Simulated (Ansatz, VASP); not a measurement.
BeTe: VASP beside Ansatz

```
Be Te
1.0
     1.89676    1.09510    3.09459
    -1.89676    1.09510    3.09459
     0.00000   -2.19020    3.09459
Be Te
1 1
Direct
  0.50000 0.50000 0.50000
  0.00000 0.00000 0.00000
```

Alike in both runs: functional PBE; k mesh 6 × 6 × 6; occupations gaussian, width 0.1 eV; no spin polarisation.

Ansatz relaxed the structure, and its values are those at the end. VASP's run is a single point on that final structure, the one shown.

```csv
,VASP,Ansatz
version,VASP 6.6.1,Ansatz 0.2.0
potentials or method,"VASP PAW PBE potentials, release 64 (Be, Te)","scalar-relativistic, plane waves, PAW"
plane-wave cutoff (eV),520,420
valence electrons in the cell,8,18
```

VASP gave:

| Item | Value |
| --- | --- |
| gap on the k mesh at the Fermi level (eV) | none |
| pressure (GPa) | -0.1 |

**Question.** What did Ansatz give for the same quantities?

**Answer.** gap on the k mesh at the Fermi level (eV): none; pressure (GPa): -0.2.

A gap of «none» marks a metal or a gap that the smearing closes. The two sets of potentials don't hold the same shells in valence.

The runs have no spin-orbit coupling, so splittings on Te are missing.
